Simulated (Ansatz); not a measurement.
The structure comes from a relaxation in the same program, started in the hcp type, and has space group P6_3/mmc. Whether it is a known phase or the ground state wasn't checked.

An input for Cl and the output that it gave: DFT, PBE, all-electron LAPW, scalar-relativistic (Ansatz 0.2.0).

Command: `ansatz run input.yaml --threads 1 --pin off --max-ram 2048MiB --backend cpu --events-out ev --progress --plain --runs-dir out` The run took about 49 s on 1 thread of a shared machine.

```yaml
crystal:
  lattice:
    - [3.6681474708, 0.0, 0.0]
    - [-1.8340737354, 3.1767088945, 0.0]
    - [0.0, 0.0, 3.9242178968]
  atoms:
    - { symbol: Cl, position: [0.3333333333, 0.6666666667, 0.25] }
    - { symbol: Cl, position: [0.6666666667, 0.3333333333, 0.75] }
kpoints:
  mp_grid: { grid: [19, 19, 10] }
  band_path:
    path:
      - [0.0, 0.0, 0.0]
      - [0.5, 0.0, 0.0]
      - [0.3333333333, 0.3333333333, 0.0]
      - [0.0, 0.0, 0.0]
      - [0.0, 0.0, 0.5]
      - [0.5, 0.0, 0.5]
      - [0.3333333333, 0.3333333333, 0.5]
      - [0.0, 0.0, 0.5]
      - [0.5, 0.0, 0.5]
    npoints: 14
scf:
  occupations: { method: fermi_dirac, width: 0.03 }
hamiltonian:
  xc: pbe
  pseudopotentials: { kind: all_electron, lapw: { basis_error: 0.001 } }
output:
  forces: true
  stress: true
  eigenvalues: true
  populations: true
  dos: { projected: true, de: 0.2, e_range: [-14, 8] }
```

What the program printed:

```
Cl: projections on atomic orbitals take those of the free atom 1s2 2s2 2p6 3s2 3p5, of charge +0.00 (hamiltonian.pseudopotentials.projection_atoms)
LAPW: plane waves up to 6.497 Å⁻¹, error target 1.0e-3 eV per atom; small_component_spin mean_spin; Cl in spheres of 1.444 Å, 15 of its electrons in bands, Dirac shells []
Engine: ansatz 0.2.0
Pseudopotentials: kind: all_electron
Pseudopotential: Cl, LAPW, valence charge 15, Koelling and Harmon's equation, gaussian nucleus
Functional definition: PBE
  parameter kappa = 0.804
  parameter beta = 0.06672455060314922
  exchange = pbe_x(kappa = kappa, mu = beta*pi^2/3)
  correlation = pbe_c(beta = beta)
Crystal: 2 atoms, lattice volume = 45.727 Å³
Basis set: ecut = 160.8245372923627 eV, 213 PW (Γ), exchange–correlation at level 2
Bands: 19, of which v1, the nominal top of the filled ones, is band 15 counted from 1 (14 counted from 0)
Symmetry: 24 space group operations
Space group: P63/mmc (ITA 194), of the structure as read, at distance tolerance 3.6e-5 Å
k-points: 240 of 3610
Non-local potential: Cl, projectors of the file, none
Initial density: superposition of atomic densities (chi_scale 0.1, normalization cell)
Initial wavefunctions: plane waves of lowest kinetic energy (no species holds an atomic orbital)
Functional: x = pbe(κ = 0.804, μ = 0.2195149727645171), c = pbe(β = 0.06672455060314922)
iter 1 solved again at ethr=4.93e-5 eV; its pass at ethr=1.00e-1 eV (dr2=1.48e-2 eV) is discarded
SCF iter   1: F=—  HF=-25114.626425 eV  |F-HF|=—  |Δ(HF+E_count)|=         —  Δρ=6.91e-3  dr2=1.47e-2  ethr=4.93e-5  ⟨swp⟩=3.5  Hψ=30904  notcnv=0
preconditioner: auto → LDOS  [metal: Δε(μ)=0.006 eV  Ē_g=13.281 eV  σ=0.030 eV  W_gap=0.05  n_scr=8 (ndim 8)  ℏωp=20.5 eV  f_vac=0.087  D(μ)=3.12/eV (n_scr^D=28)  β→1.0]
SCF iter   2: F=—  HF=-25114.612987 eV  |F-HF|=—  |Δ(HF+E_count)|=   1.34e-2  Δρ=3.61e-3  dr2=4.84e-3  ethr=4.90e-5  ⟨swp⟩=3.0  Hψ=16376  notcnv=0
iter 3 solved again at ethr=8.68e-8 eV; its pass at ethr=1.61e-5 eV (dr2=2.60e-5 eV) is discarded
SCF iter   3: F=—  HF=-25114.606099 eV  |F-HF|=—  |Δ(HF+E_count)|=   6.89e-3  Δρ=2.88e-4  dr2=2.59e-5  ethr=8.68e-8  ⟨swp⟩=2.6  Hψ=23863  notcnv=0
SCF iter   4: F=—  HF=-25114.606323 eV  |F-HF|=—  |Δ(HF+E_count)|=         —  Δρ=2.34e-5  dr2=2.63e-7  ethr=8.63e-8  ⟨swp⟩=3.0  Hψ=14987  notcnv=0
the basis was enlarged: its passes take 140.7 KiB over the memory plan, 1 of 1 planned eigensolver slots
SCF iter   5: F=—  HF=-25114.606321 eV  |F-HF|=—  |Δ(HF+E_count)|=   1.85e-6  Δρ=9.50e-6  dr2=3.62e-8  ethr=8.77e-10  ⟨swp⟩=3.0  Hψ=14644  notcnv=0
SCF iter   6: F=-25114.606321 eV  HF=-25114.606321 eV  |F-HF|=4.99e-9  |Δ(HF+E_count)|=   2.85e-8  Δρ=6.85e-7  dr2=2.08e-10  ethr=1.21e-10  ⟨swp⟩=3.0  Hψ=14831  notcnv=0
SCF 1 converged in 6 iterations: F = -25114.606321 eV  dr2 = 2.08e-10
NSCF: frozen V_eff on 113 k-points
SCF converged after 6 iterations
Free energy (F): -25114.606321 eV
Harris-Foulkes:  -25114.606321 eV  (|F-HF|=4.99e-9)
Internal energy: -25114.596768 eV  (E = F + TS)
E sigma→0 (E₀):  -25114.601545 eV
Entropy (-TS):   -0.009554 eV (-4.777 meV/atom)
Fermi energy:    3.358463 eV
--- Per-component energies (eV) ---
  E_band       = -3179.724561
  E_kinetic    = 25244.266471
  E_xc         = -1530.438525
  E_electrostatic = -48828.424713  (all electrons and nuclei)
  E_smearing   = -0.009554  (= −TS)
  E_closure    = 0.000000  (closes the sum)
  E_atoms      = -25112.453095  (free atoms, spherical and without spin; not in F)
  Σ components = -25114.606321   (vs F -25114.606321, Δ=0.00e0)
  Basis errors (estimates in eV, not in F): energy 3.9e-4 per atom: plane waves 3.6e-4 (2.0e-4 summed), levels above the bands 3.0e-154, relativity 5.2e-9, radial functions 3.1e-5, core shells 3.1e-11; eigenvalues (radial functions only) 5.7e-5; not estimated: angular momenta, meshes, grids; target (lapw.basis_error) 1.0e-3; muffin-tin radii Cl 1.444 Å
--- Forces (eV/Å), atoms counted from 1 ---
  atom   1  Cl    -0.00000000    -0.00000000     0.00000000
  atom   2  Cl     0.00000000     0.00000000     0.00000000
  max |Σ_I F_I| component: 1.73e-18 eV/Å
--- Stress (GPa, compression-positive) ---
        0.016968      -0.000000       0.000000
       -0.000000       0.016968       0.000000
        0.000000       0.000000      -0.011740
  P = ⅓ Tr σ = 0.0074 GPa (0.074 kbar)
--- Band table (eV; the first three rows and the last of 240) ---
  k-point 0: bands = ["-242.5772", "-242.5772", "-181.5788", "-181.5788", "-181.4699", "-181.4699", "-181.4699", "-181.4699", "-12.2525", "-9.3703", "-0.5039", "1.2484", "1.2484", "3.1285", "3.1285", "4.1355", "10.8740", "11.7510", "15.1712"]
  k-point 1: bands = ["-242.5772", "-242.5772", "-181.5788", "-181.5788", "-181.4699", "-181.4699", "-181.4699", "-181.4699", "-12.1969", "-9.4638", "-0.4151", "1.2935", "1.2935", "3.0857", "3.0857", "3.9528", "11.0726", "11.9249", "14.7087"]
  k-point 2: bands = ["-242.5772", "-242.5772", "-181.5788", "-181.5788", "-181.4699", "-181.4699", "-181.4699", "-181.4699", "-12.0327", "-9.7253", "-0.1572", "1.4250", "1.4250", "2.9586", "2.9586", "3.4687", "11.6361", "12.3771", "14.1484"]
  k-point 239: bands = ["-242.5772", "-242.5772", "-181.5788", "-181.5788", "-181.4699", "-181.4699", "-181.4699", "-181.4699", "-10.5514", "-10.5514", "-1.0324", "-1.0324", "0.8904", "0.8904", "4.0891", "4.0891", "14.4193", "14.4193", "16.1916"]
--- Löwdin populations: 2 sites ---
  site symbol       q [e]
     0     Cl     16.9837
     1     Cl     16.9837
  spilling = 0.000960 (of n_electrons = 34.000000)
```
